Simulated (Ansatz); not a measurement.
Runs of Ansatz 0.2.0 on HfN. The structure is cubic, space group F-43m (No. 216). Conventional cell: a = 4.910 Å, b = 4.910 Å, c = 4.910 Å, α = 90.00°, β = 90.00°, γ = 90.00°. Around Hf (site symmetry -43m) lie 4 N at 2.13 Å. N (site symmetry -43m) has 4 Hf at 2.13 Å as nearest neighbours. The cell comes from a database or a generator and needn't be the stable form of this composition.

```tsv
task	level	U	cell	k mesh	gap on the mesh (eV)	pressure (GPa)
density of states	PBEsol	-	as given	9 × 9 × 9	none	-5.0
density of states	PBEsol+U	Hf d U = 4 eV	as given	9 × 9 × 9	none	0.6
band structure	PBEsol	-	strain_shear_xy = 0	9 × 9 × 9	-	-5.0
band structure	PBEsol	-	as given	7 × 7 × 7	-	-5.0
density of states	PBEsol+U	Hf d U = 2 eV	as given	9 × 9 × 9	none	(a)
```

Alike in all rows: potentials or basis all-electron LAPW, scalar-relativistic; no spin polarisation; cutoff (eV) 392; smearing fermi-dirac 0.05 eV; basis error allowed 0.001 eV/atom.

Question: Fill in the values left out.

Answer: (a) -2.3.

Caveats: U is the effective U less J, on atomic orbitals that reach past the spheres (some runs); U without spin polarisation on a metal has little footing (some runs); spin-orbit coupling is left out, which moves the levels of the heavy elements (some runs); the k mesh is thin for a metal, which can move the energy by tens of meV per atom (some runs).

A k mesh can miss the band edges, and the runs leave out spin-orbit coupling on Hf.

A gap of «none» marks a metal or a gap under the smearing width.
